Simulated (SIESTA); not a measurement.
Crystal: Ga2O3.

```
Ga O
1.0
     6.10700   -1.51855    0.00000
     6.10700    1.51855    0.00000
    -1.38599    0.00000    5.63001
Ga O
4 6
Direct
  0.34134 0.34134 0.68598
  0.65866 0.65866 0.31402
  0.90950 0.90950 0.20540
  0.09050 0.09050 0.79460
  0.50410 0.50410 0.74340
  0.49590 0.49590 0.25660
  0.82670 0.82670 0.43680
  0.17330 0.17330 0.56320
  0.83550 0.83550 0.89020
  0.16450 0.16450 0.10980
```

Base run:

* Program: SIESTA 5.4.2
* Functional: PBE
* Potentials or basis: PseudoDojo 0.4 standard (PBE files)
* Basis: DZ (energy shift 0.01 Ry)
* Grid cutoff: 800 Ry
* Energy shift: 0.01 Ry
* k mesh: 6 × 6 × 4
* Occupations: fermi-dirac, width 0.05 eV
* Spin: no spin polarisation

Its results: band gap on the k mesh 2.27 eV, indirect (least direct gap 2.31 eV); pressure 13.8 GPa; largest force 0.459 eV/Å.

Problem. The run is repeated on the same cell with these changes: basis from DZ (energy shift 0.01 Ry) to SZ (energy shift 0.003 Ry); energy shift from 0.01 Ry to 0.003 Ry. What comes out?

Solution. Band gap on the k mesh 1.91 eV, indirect (least direct gap 1.96 eV); pressure 22.4 GPa; largest force 0.604 eV/Å.

Caveats: the basis has no polarisation orbitals; the basis of atomic orbitals isn't converged, which shifts pressures, moduli and gaps; semicore shells carry a single zeta, which can move pressures by several GPa and volumes by a few percent (some runs); so large a pressure means that the cell lies far from this level's equilibrium, or that cutoff or potentials fall short (some runs).
